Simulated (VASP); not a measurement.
Input of a VASP 6.6.1 run:

File INCAR:

```
SYSTEM = BaTiO3
PREC = Accurate
ENCUT = 600
EDIFF = 1E-7
ISMEAR = 0
SIGMA = 0.02
LREAL = .False.
LASPH = .True.
NELM = 60
ALGO = Normal
ISIF = 3
LWAVE = .False.
LCHARG = .False.
GGA = CA
IBRION = 2
NSW = 40
EDIFFG = -0.02
KPAR = 2
```

File KPOINTS:

```
Automatic mesh
0
Gamma
  6 6 6
  0 0 0
```

The input POSCAR:

```
BaTiO3
1.0
    2.8273666084      1.6323808724      2.3183934932
   -2.8273666084      1.6323808724      2.3183934932
    0.0000000000     -3.2647617449      2.3183934932
Ba Ti O
1 1 3
Direct
    0.0000000000      0.0000000000      0.0000000000
    0.4845000000      0.4845000000      0.4845000000
    0.5086000000      0.0175000000      0.5086000000
    0.0175000000      0.5086000000      0.5086000000
    0.5086000000      0.5086000000      0.0175000000
```

Potentials or basis: VASP PAW LDA potentials, release 64 (Ba_sv, Ti_sv, O).

The run is started by

```console
$ cat potpaw_LDA.64/Ba_sv/POTCAR potpaw_LDA.64/Ti_sv/POTCAR potpaw_LDA.64/O/POTCAR > POTCAR
$ mpirun -np 2 vasp_std > vasp.out
```

Question: Predict the relaxed volume.

Answer: 12.43 Å³/atom.

Question: Estimate the space group after relaxing (to 0.05 Å).

Answer: R3m (No. 160).

Question: What does it give for the relaxed cell?

Answer: a = 3.961 Å, b = 3.961 Å, c = 3.961 Å, α = 89.92°, β = 89.92°, γ = 89.92°.

Question: What does it give for the band gap on the k mesh?

Answer: 2.08 eV, indirect (least direct gap 2.33 eV).

Stress tensor (GPa, compression positive):
```
 0.05  0.00  0.00
 0.00  0.05  0.00
 0.00  0.00 -0.05
```

Caveat: spin-orbit coupling is left out, which moves the levels of the heavy elements. LDA usually gives volumes a few per cent too small.
